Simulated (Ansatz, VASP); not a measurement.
# InP in two plane-wave programs

One calculation is typed for both programs; each brings its own data sets. How far apart do they land? The structure shown is the end of the Ansatz relaxation below.

Program: Ansatz 0.2.0. Level of theory: plane waves, with VASP 6.6.1 beside it; single point at LDA. Results are calculated unless marked as measured.

### Step 1. Starting point

Symmetry: I-4m2, No. 119, tetragonal system. Conventional cell: a = 4.038 Å, b = 4.038 Å, c = 5.956 Å, α = 90.00°, β = 90.00°, γ = 90.00°. Nearest to P lie 4 In at 2.51 Å. Nearest to In lie 4 P at 2.51 Å. Farther neighbours are not listed.

### Step 2. Ansatz: relaxation, LDA

Ansatz runs on its PAW soft_1 files.

This run makes the geometry at which the two programs are then compared.

File input.yaml:

```yaml
crystal:
  lattice:
    - [0.0, 2.8552208165, 2.9459925535]
    - [2.8552208165, 0.0, 2.9459925535]
    - [2.8552208165, 2.8552208165, 0.0]
  atoms:
    - { symbol: P, position: [0.75, 0.75, 0.75] }
    - { symbol: In, position: [0.0, 0.0, 0.0] }
  conventional_axes: [[-1, 1, 1], [1, -1, 1], [1, 1, -1]]
kpoints:
  mp_grid: { grid: [20, 20, 20] }
hamiltonian:
  xc: lda
  pseudopotentials: { kind: paw, azcp: { folder: soft_1 }, xc_functional: pbe }
scf:
  occupations: { method: gaussian, width: 0.02 }
output:
  forces: true
  stress: true
  eigenvalues: true
relax:
  adjacent_minimum: "off"
  f_tol: 0.001
  max_steps: 60
  cell: { stress_tol: 0.01, fix: [a, b, gamma] }
```

Started as:

```bash
$ ansatz run input.yaml --threads 4 --pin off --max-ram 10240MiB --backend cpu --events-out ev --progress --plain --runs-dir out
```

Numbers of over 12 decimals in the logs are rounded to 6 here.

Log:

```text
Engine: ansatz 0.2.0, aarch64-unknown-linux-gnu
Pseudopotentials: kind: paw
Pseudopotential: P, paw, valence charge 5, recommended cutoff 420 eV (normal), soft_1/P.paw.azcp
Pseudopotential: In, paw, valence charge 13, recommended cutoff 420 eV (normal), soft_1/In.paw.azcp
Functional definition: SPW92
  exchange = slater_x
  correlation = pw_c
Crystal: 2 atoms, lattice volume = 48.033 Å³
Basis set: ecut = 420 eV, 941 PW (Γ)
Bands: 13, of which v1, the nominal top of the filled ones, is band 9 counted from 1 (8 counted from 0)
Symmetry: 8 space group operations
Space group: I-4m2 (ITA 119), of the structure as read, at distance tolerance 3.6e-5 Å
k-points: 641 of 8000 (time reversal used)
Non-local potential: P, projectors of the file, l = 0: 2, l = 1: 2, l = 2: 1
Non-local potential: In, projectors of the file, l = 0: 2, l = 1: 2, l = 2: 2, l = 3: 1
PAW form: soft (Blöchl's): semilocal exchange-correlation on the pseudo side does not see the compensation charge
PAW frozen core: P, regenerated for the run's functional, and the local potential with it (the file was generated under x = pbe(κ = 0.804, μ = 0.219515), c = pbe(β = 0.066725))
PAW frozen core: In, regenerated for the run's functional, and the local potential with it (the file was generated under x = pbe(κ = 0.804, μ = 0.219515), c = pbe(β = 0.066725))
PAW one-centre angular grid: P, 110 points (default); XC on 64 Gauss nodes
PAW one-centre angular grid: In, 590 points (default); XC on 64 Gauss nodes
Initial density: superposition of atomic densities (chi_scale 0.1, normalization cell, long waves kept (reshape's long-wave potential 0.00 eV rms))
Initial wavefunctions: pseudopotential atomic-orbital guess
Functional: x = slater, c = lda
SCF iter   1: F=—  HF=-6183.863778 eV  |F-HF|=—  |Δ(HF+E_count)|=         —  Δρ=3.43e-2  dr2=8.28e-1  ethr=3.10e-3  ⟨swp⟩=6.4  Hψ=57599  notcnv=0
preconditioner: auto → none  [insulator: Δε(μ)=1.008 eV  Ē_g=14.563 eV  σ=0.020 eV  W_gap=1.00  n_scr=14 (ndim 8)  ℏωp=22.7 eV  f_vac=0.000  D(μ)=0.00/eV (n_scr^D=0)  ε∞_Penn≈3.4]
SCF iter   2: F=—  HF=-6183.613061 eV  |F-HF|=—  |Δ(HF+E_count)|=   2.51e-1  Δρ=1.56e-2  dr2=9.01e-2  ethr=3.10e-3  ⟨swp⟩=3.6  Hψ=22227  notcnv=0
SCF iter   3: F=—  HF=-6183.593334 eV  |F-HF|=—  |Δ(HF+E_count)|=   1.97e-2  Δρ=5.92e-3  dr2=1.19e-2  ethr=5.00e-4  ⟨swp⟩=2.6  Hψ=14347  notcnv=0
SCF iter   4: F=—  HF=-6183.590872 eV  |F-HF|=—  |Δ(HF+E_count)|=   2.46e-3  Δρ=7.68e-4  dr2=1.40e-4  ethr=6.63e-5  ⟨swp⟩=3.2  Hψ=16734  notcnv=0
SCF iter   5: F=—  HF=-6183.590839 eV  |F-HF|=—  |Δ(HF+E_count)|=   3.26e-5  Δρ=1.41e-4  dr2=5.80e-6  ethr=7.75e-7  ⟨swp⟩=2.0  Hψ=14136  notcnv=0
SCF iter   6: F=—  HF=-6183.590837 eV  |F-HF|=—  |Δ(HF+E_count)|=   2.06e-6  Δρ=1.93e-5  dr2=1.60e-7  ethr=3.22e-8  ⟨swp⟩=3.0  Hψ=15384  notcnv=0
SCF iter   7: F=-6183.590837 eV  HF=-6183.590837 eV  |F-HF|=1.66e-9  |Δ(HF+E_count)|=   2.32e-8  Δρ=1.58e-6  dr2=2.01e-9  ethr=5.56e-10  ⟨swp⟩=7.1  Hψ=43116  notcnv=0
SCF 1 converged in 7 iterations: F = -6183.590837 eV  dr2 = 2.01e-9
  greatest PAW one-centre occupation: 0.982 electrons in one spin orbital (limit 2), on the In atom at site 1 (counted from 0), in its partial waves of l = 2
relax step   1: F+E_penalty+E_count = -6183.59083686 eV  Δ(F+E_penalty+E_count) = +0.000e0 eV  max|allowed force component| = 1.943e-16 eV/Å  Δτ_max = 0.0000 Å  P = +2.202 GPa  Ω = 48.033 Å³  fix = [a, b, gamma]  reactions: a +2.679, b +2.679 GPa  (7 SCF iters, dr2 threshold 1.00e-7 eV, accepted)
[...]
relax step   2: F+E_penalty+E_count = -6183.59280353 eV  Δ(F+E_penalty+E_count) = -1.967e-3 eV  max|allowed force component| = 1.110e-16 eV/Å  Δτ_max = 0.0000 Å  P = +1.320 GPa  Ω = 48.557 Å³  energy of the carried Pulay correction = -5.598e-5 eV  fix = [a, b, gamma]  reactions: a +1.983, b +1.983 GPa  (4 SCF iters, dr2 threshold 2.00e-7 eV, accepted)
[...]
relax step   3: F+E_penalty+E_count = -6183.59286310 eV  Δ(F+E_penalty+E_count) = -5.957e-5 eV  max|allowed force component| = 9.714e-17 eV/Å  Δτ_max = 0.0000 Å  P = +1.321 GPa  Ω = 48.557 Å³  fix = [a, b, gamma]  reactions: a +1.984, b +1.984 GPa  stress off target by 3.51e-3 GPa on what of the cell is left free  SCF on the basis re-selected at this cell (its energy is not comparable with the rows above)  (6 SCF iters)
basis re-selected at this cell: Δ(F+E_penalty+E_count) = -5.957e-5 eV, ΔP = +0.001 GPa vs the last step (what re-selecting the basis moved, of the pressure what is left beyond the Pulay correction that the steps carried, after the strain that the cell walked since its last selection, with what the two solves' SCF thresholds leave and, on support functions, any second-order correction that the steps lacked; it is no m [...]
SCF converged after 6 iterations
Free energy (F): -6183.592863 eV
Harris-Foulkes:  -6183.592863 eV  (|F-HF|=1.82e-12)
Internal energy: -6183.592863 eV  (E = F + TS)
E sigma→0 (E₀):  -6183.592863 eV
Fermi energy:    7.610431 eV
--- Per-component energies (eV) ---
  E_band       = -49.652040
  E_kinetic    = 289.803866
  E_local      = -1313.553640  (includes V_loc(G=0)·N_el)
  E_nonlocal   = 364.012167
  E_hartree    = 525.078513
  E_xc         = -214.427523
  E_vxc        = -152.139871  (∫ρ·V_xc dr)
  E_paw        = -4599.270464  (= ΣΔE_a)
  E_vpaw       = -287.931668  (= ΣTr[D̂ρ^β])
  E_aug_tail   = 0.000082  (compensation charges beyond the density's cutoff)
  E_ewald      = -1235.637750
  E_core_change = 0.401886  (= ΣΔE_core)
  E_smearing   = -0.000000  (= −TS)
  E_closure    = 0.000000  (closes the sum)
  Σ components = -6183.592863   (vs F -6183.592863, Δ=0.00e0)
--- Forces (eV/Å), atoms counted from 1 ---
  atom   1  P     -0.00000000     0.00000000    -0.00000000
  atom   2  In     0.00000000    -0.00000000     0.00000000
  max |Σ_I F_I| component: 4.16e-17 eV/Å
--- Stress (GPa, compression-positive) ---
        1.983760      -0.000000      -0.000000
       -0.000000       1.983760      -0.000000
       -0.000000      -0.000000      -0.003506
  P = ⅓ Tr σ = 1.3213 GPa (13.213 kbar)
--- Band table (eV; the first three rows and the last of 641) ---
  k-point 0: bands = [... 5 lower, -4.5649, 7.0911, 7.3136, 7.3136, 7.9068, 11.1859, 11.1859, 11.2509]
  k-point 1: bands = [... 5 lower, -4.5340, 6.7500, 7.1462, 7.2799, 8.2791, 11.1820, 11.2406, 11.3105]
  k-point 2: bands = [... 5 lower, -4.4423, 6.0200, 7.0262, 7.1870, 8.7099, 11.2312, 11.3911, 11.4686]
  k-point 640: bands = [... 5 lower, -2.0886, 1.0276, 4.9298, 4.9298, 8.9516, 9.6122, 16.1622, 16.9174]
--- Relaxed structure (2 steps of the walk, 2 accepted, 1 SCFs on fresh bases) ---
  F+E_penalty+E_count = -6183.59286310 eV   max|allowed force component| = 9.714e-17 eV/Å   (the final SCF, on the basis selected at the relaxed cell)
  cell:  # Å, volume = 48.5571 Å³
    - [-8.919304134215561e-19, 2.8552208165, 2.978128]
    - [2.8552208165, 0, 2.978128]
    - [2.8552208165, 2.8552208165, -8.644483097029914e-19]
  atoms:
    - { symbol: P, position: [0.750000, 0.750000, 0.750000] }
    - { symbol: In, position: [0, 0, 0] }
```

### Step 3. VASP: single point, LDA, pair 1

The same cell, functional (in two slightly different forms), mesh and smearing now go to VASP, with its own data sets.

Lines of VASP's logs that name or quote its potential files are left out, and so is its time.

File INCAR:

```
SYSTEM = InP
PREC = Accurate
ENCUT = 500
EDIFF = 1E-06
NELM = 120
ISMEAR = 0
SIGMA = 0.02
LREAL = .FALSE.
ALGO = Normal
GGA = PW92
NBANDS = 15
LORBIT = 11
LWAVE = .FALSE.
LCHARG = .FALSE.
ISIF = 2
LASPH = .TRUE.
GGA_COMPAT = .FALSE.
EFERMI = MIDGAP
KPAR = 2
```

File POSCAR:

```
InP
1.0
    0.0000000000      2.8552208165      2.9781277333
    2.8552208165      0.0000000000      2.9781277333
    2.8552208165      2.8552208165      0.0000000000
P In
1 1
Direct
    0.7500000000      0.7500000000      0.7500000000
    0.0000000000      0.0000000000      0.0000000000
```

File KPOINTS:

```
Automatic mesh
0
Gamma
20 20 20
0 0 0
```

The projector-augmented-wave data sets are P and In_d (LDA family, release 64).

Started as:

```bash
$ mpirun -np 2 vasp_std
```

Log:

```text
[banner, memory and clock lines left out]
running    2 mpi-ranks, on    1 nodes
 distrk:  each k-point on    1 cores,    2 groups
 distr:  one band on    1 cores,    1 groups

 POSCAR found type information on POSCAR P In
 POSCAR found :  2 types and       2 ions
|                                                                             |
|               ----> ADVICE to this user running VASP <----                  |
|                                                                             |
|     You enforced a specific xc type in the INCAR file but a different       |
|     [... a line on the potential file left out ...]
|     I HOPE YOU KNOW WHAT YOU ARE DOING!                                     |
|                                                                             |

 LDA part: xc-table for (Slater(with rela. corr.)+PW92), standard interpolation
 POSCAR, INCAR and KPOINTS ok, starting setup
 FFT: planning ... GRIDC
 FFT: planning ... GRID_SOFT
 FFT: planning ... GRID
 WAVECAR not read
 entering main loop
       N       E                     dE             d eps       ncg     rms          rms(c)
DAV:   1     0.111530216294E+03    0.11153E+03   -0.83403E+03 19386   0.132E+03
DAV:   2    -0.239996938820E+01   -0.11393E+03   -0.10931E+03 20812   0.309E+02
DAV:   3    -0.990059653160E+01   -0.75006E+01   -0.74605E+01 25061   0.797E+01
DAV:   4    -0.101014577565E+02   -0.20086E+00   -0.20078E+00 24415   0.141E+01
DAV:   5    -0.101110135900E+02   -0.95558E-02   -0.95556E-02 29276   0.266E+00    0.614E+00
DAV:   6    -0.970711597299E+01    0.40390E+00   -0.61931E-01 30962   0.139E+01    0.367E+00
DAV:   7    -0.966197675897E+01    0.45139E-01   -0.16047E-01 27546   0.345E+00    0.121E+00
DAV:   8    -0.965675261599E+01    0.52241E-02   -0.14753E-02 25561   0.150E+00    0.428E-01
DAV:   9    -0.965649207862E+01    0.26054E-03   -0.11705E-03 26573   0.407E-01    0.193E-01
DAV:  10    -0.965652208850E+01   -0.30010E-04   -0.16630E-04 30503   0.166E-01    0.118E-01
DAV:  11    -0.965652487999E+01   -0.27915E-05   -0.32922E-05 30259   0.920E-02    0.733E-02
DAV:  12    -0.965652240977E+01    0.24702E-05   -0.55764E-06 24655   0.212E-02    0.128E-02
DAV:  13    -0.965652238351E+01    0.26261E-07   -0.41414E-07 14445   0.381E-03
   1 F= -.96565224E+01 E0= -.96565224E+01  d E =-.147536-110
```

From OUTCAR (step 3):

```text
ion  position               nearest neighbor table
   1  0.750  0.750  0.750-   2 2.51   2 2.51   2 2.51   2 2.51
   2  0.000  0.000  0.000-   1 2.51   1 2.51   1 2.51   1 2.51

  LATTYP: Found a body centered tetragonal cell.
 ALAT       =     4.0378920023
 C/A-ratio  =     1.4750903351

 Subroutine GETGRP returns: Found  8 space group operations
 (whereof  8 operations were pure point group operations)

The static configuration has the point symmetry D_2d.

 Found    641 irreducible k-points:

   k-points           NKPTS =    641   k-points in BZ     NKDIM =    641   number of bands    NBANDS=     15

   dimension x,y,z NGX =    30 NGY =   30 NGZ =   30
   dimension x,y,z NGXF=    60 NGYF=   60 NGZF=   60

   ENCUT  =  500.0 eV  36.75 Ry    6.06 a.u.   7.52  7.52  7.36*2*pi/ulx,y,z

   NELECT =      18.0000    total number of electrons

 k-points in reciprocal lattice and weights: Automatic mesh
   0.00000000  0.00000000  0.00000000       0.000
   0.05000000  0.00000000  0.00000000       0.001
   0.10000000  0.00000000  0.00000000       0.001
   0.15000000  0.00000000  0.00000000       0.001
   0.20000000  0.00000000  0.00000000       0.001
   0.25000000  0.00000000  0.00000000       0.001
   0.30000000  0.00000000  0.00000000       0.001
   0.35000000  0.00000000  0.00000000       0.001
   0.40000000  0.00000000  0.00000000       0.001
[...]
-0.30000000  0.20000000  0.50000000       0.001
  -0.25000000  0.25000000  0.50000000       0.000

 average (electrostatic) potential at core
       1 -83.6450       2 -94.8890

 E-fermi :   5.8015

 k-point     1 :       0.0000    0.0000    0.0000
  band No.  band energies     occupation
    ...
      5      -8.6856      2.00000
      6      -6.3765      2.00000
      7       5.2677      2.00000
      8       5.4898      2.00000
      9       5.4898      2.00000
     10       6.1131      0.00000
     11       9.3697      0.00000
     12       9.3697      0.00000
     13       9.4351      0.00000
     14      13.8472      0.00000
    ...

 k-point     2 :       0.0500    0.0000    0.0000
  band No.  band energies     occupation
    ...
      5      -8.6857      2.00000
      6      -6.3456      2.00000
      7       4.9334      2.00000
      8       5.3233      2.00000
      9       5.4562      2.00000
     10       6.4779      0.00000
     11       9.3658      0.00000
     12       9.4245      0.00000
     13       9.4947      0.00000
     14      13.9925      0.00000
    ...

 k-point     3 :       0.1000    0.0000    0.0000
  band No.  band energies     occupation
    ...
      5      -8.6852      2.00000
      6      -6.2540      2.00000
      7       4.2062      2.00000
      8       5.2029      2.00000
      9       5.3633      2.00000
     10       6.9067      0.00000
     11       9.4151      0.00000
     12       9.5753      0.00000
     13       9.6532      0.00000
     14      14.0163      0.00000
    ...

  Total        0.5980738      0.5980738     -0.0042815      0.0000000      0.0000000     -0.0000000
  in kB       19.7338885     19.7338885     -0.1412702      0.0000000      0.0000000     -0.0000000
  external PRESSURE =      13.1088356 kB  Pullay stress =       0.0000000 kB

  energy-cutoff  :      500.00
  volume of cell :       48.56
      direct lattice vectors                 reciprocal lattice vectors
     0.000000000  2.855220817  2.978127733    -0.175117804  0.175117804  0.167890717
     2.855220817  0.000000000  2.978127733     0.175117804 -0.175117804  0.167890717
     2.855220817  2.855220817  0.000000000     0.175117804  0.175117804 -0.167890717

 POSITION                                       TOTAL-FORCE (eV/Angst)
 -----------------------------------------------------------------------------------
      4.28283      4.28283      4.46719        -0.000000     -0.000000      0.000000
      0.00000      0.00000      0.00000         0.000000      0.000000     -0.000000
 -----------------------------------------------------------------------------------
    total drift:                                0.000000      0.000000      0.000000

  FREE ENERGIE OF THE ION-ELECTRON SYSTEM (eV)
  ---------------------------------------------------
  free  energy   TOTEN  =        -9.6565223835 eV

  energy  without entropy=       -9.6565223835  energy(sigma->0) =       -9.65652238

 total charge
# of ion       s       p       d       tot
------------------------------------------
    1        1.033   1.504   0.000   2.538
    2        0.848   0.821   9.902  11.571
--------------------------------------------------
tot          1.882   2.325   9.902  14.109

[... 3 further parts left out ...]
```

The run ends at a pressure of 1.31 GPa.

### Step 4. Side by side

Known differences besides the potentials themselves: the cutoff is 420 eV in Ansatz and 500 eV in VASP; VASP's log shows a relativistic correction to its local exchange, Ansatz's none; Ansatz's pressure holds a Pulay correction, VASP's none. Total energies have different zeros and are not compared.

Compared:

```tsv
quantity	Ansatz	VASP	difference
pressure (GPa)	1.32	1.31	+0.01
gap on the k mesh (eV)	0.593	0.623	-0.030
```

A gap on the mesh is an upper bound, since the band edges may lie between its points.

### Step 5. Ansatz: relaxation, LDA

This run makes the geometry at which the two programs are then compared. The cell compared in this pair holds 47.58 Å³, against 48.56 Å³ for the pair before.

The structure compared here is the end of the Ansatz relaxation.

Edit input.yaml of step 2 so:

```diff
@@ -2,5 +2,5 @@
   lattice:
-    - [0.0, 2.8552208165, 2.9459925535]
-    - [2.8552208165, 0.0, 2.9459925535]
-    - [2.8552208165, 2.8552208165, 0.0]
+    - [0.0, 2.7969510039, 3.0096029994]
+    - [2.7969510039, 0.0, 3.0096029994]
+    - [2.7969510039, 2.7969510039, 0.0]
   atoms:
```

Started as:

```bash
$ ansatz run input.yaml --threads 4 --pin off --max-ram 10240MiB --backend cpu --events-out ev --progress --plain --runs-dir out
```

Log:

```text
[...]
Crystal: 2 atoms, lattice volume = 47.088 Å³
Basis set: ecut = 420 eV, 919 PW (Γ)
Bands: 13, of which v1, the nominal top of the filled ones, is band 9 counted from 1 (8 counted from 0)
Symmetry: 8 space group operations
[...]
k-points: 641 of 8000 (time reversal used)
[...]
k-point 640: bands = [... 5 lower, -1.9770, 1.0299, 5.3178, 5.3178, 9.3838, 10.1447, 16.2583, 17.3436]
--- Relaxed structure (3 steps of the walk, 3 accepted, 1 SCFs on fresh bases) ---
[...]
cell:  # Å, volume = 47.5772 Å³
    - [-8.680057359904965e-19, 2.7969510039, 3.040876]
    - [2.7969510039, 0, 3.040876]
    - [2.7969510039, 2.7969510039, -8.066743404872911e-19]
  atoms:
    - { symbol: P, position: [0.750000, 0.750000, 0.750000] }
    - { symbol: In, position: [0, 0, 0] }
[key lines of the parts left out:]
SCF converged after 6 iterations
Free energy (F): -6183.554720 eV
Fermi energy:    7.965125 eV
P = ⅓ Tr σ = 2.8174 GPa (28.174 kbar)
```

### Step 6. VASP: single point, LDA, pair 2

The same cell, functional (in two slightly different forms), mesh and smearing now go to VASP, with its own data sets.

INCAR is that of step 3.

File POSCAR:

```
InP
1.0
    0.0000000000      2.7969510039      3.0408762019
    2.7969510039      0.0000000000      3.0408762019
    2.7969510039      2.7969510039      0.0000000000
P In
1 1
Direct
    0.7500000000      0.7500000000      0.7500000000
    0.0000000000      0.0000000000      0.0000000000
```

KPOINTS is that of step 3.

Started as:

```bash
$ mpirun -np 2 vasp_std
```

Log:

```text
[banner, memory and clock lines left out]
running    2 mpi-ranks, on    1 nodes
[...]
[... a notice as in an earlier step ...]

 LDA part: xc-table for (Slater(with rela. corr.)+PW92), standard interpolation
 POSCAR, INCAR and KPOINTS ok, starting setup
[...]
entering main loop
       N       E                     dE             d eps       ncg     rms          rms(c)
DAV:   1     0.111733687085E+03    0.11173E+03   -0.83676E+03 19387   0.133E+03
DAV:   2    -0.240610944164E+01   -0.11414E+03   -0.10966E+03 20847   0.311E+02
DAV:   3    -0.987977622968E+01   -0.74737E+01   -0.74307E+01 25208   0.800E+01
DAV:   4    -0.100771077844E+02   -0.19733E+00   -0.19726E+00 24143   0.139E+01
[...]
DAV:  11    -0.961805708465E+01   -0.18624E-05   -0.36202E-05 30714   0.975E-02    0.770E-02
DAV:  12    -0.961805454517E+01    0.25395E-05   -0.58920E-06 24095   0.217E-02    0.136E-02
DAV:  13    -0.961805451998E+01    0.25191E-07   -0.45430E-07 14116   0.409E-03
   1 F= -.96180545E+01 E0= -.96180545E+01  d E =-.165603-110
```

From OUTCAR (step 6):

```text
  Total        1.2511859      1.2511859     -0.0026577      0.0000000     -0.0000000      0.0000000
  in kB       42.1341227     42.1341227     -0.0894980      0.0000000     -0.0000000      0.0000000
  external PRESSURE =      28.0595825 kB  Pullay stress =       0.0000000 kB

 POSITION                                       TOTAL-FORCE (eV/Angst)
 -----------------------------------------------------------------------------------
      4.19543      4.19543      4.56131        -0.000000     -0.000000      0.000000
      0.00000      0.00000      0.00000         0.000000      0.000000     -0.000000
 -----------------------------------------------------------------------------------
    total drift:                               -0.000000     -0.000000      0.000000

  FREE ENERGIE OF THE ION-ELECTRON SYSTEM (eV)
  ---------------------------------------------------
  free  energy   TOTEN  =        -9.6180545200 eV

  energy  without entropy=       -9.6180545200  energy(sigma->0) =       -9.61805452

[... 1 part as in an earlier step ...]

[... 2 further parts left out ...]
[key lines of the parts left out:]
E-fermi :   6.1196
```

The run ends at a pressure of 2.81 GPa.

### Step 7. Side by side

Both answers:

```tsv
quantity	Ansatz	VASP	difference
pressure (GPa)	2.82	2.81	+0.01
gap on the k mesh (eV)	0.593	0.623	-0.030
```

A gap on the mesh is an upper bound, since the band edges may lie between its points.

### Step 8. Results

```
difference in gap on the k mesh (single point, LDA, pair 1) : -0.030 eV
difference in gap on the k mesh (single point, LDA, pair 2) : -0.030 eV
```

In words: The difference in gap on the k mesh is -0.030 eV (single point, LDA, pair 2), within the 0.08 eV picked in this series as the mark of a large difference. Such differences can come from data sets, numerical settings and the points named under the comparisons, not from the functional's error against experiment.

[Lines on the potential files, build, host, timing and source positions are cut from VASP's logs without a mark.]

[Logs are printed without paths, hosts, clocks, repeated set-up lines and the standing remarks that a program may print on its own settings, such as how far it seeks lower states.]

[Hosts, paths, dates, database ids (printed as entryN), source tags and the programs' standing remarks are cut or masked in the printed files.]
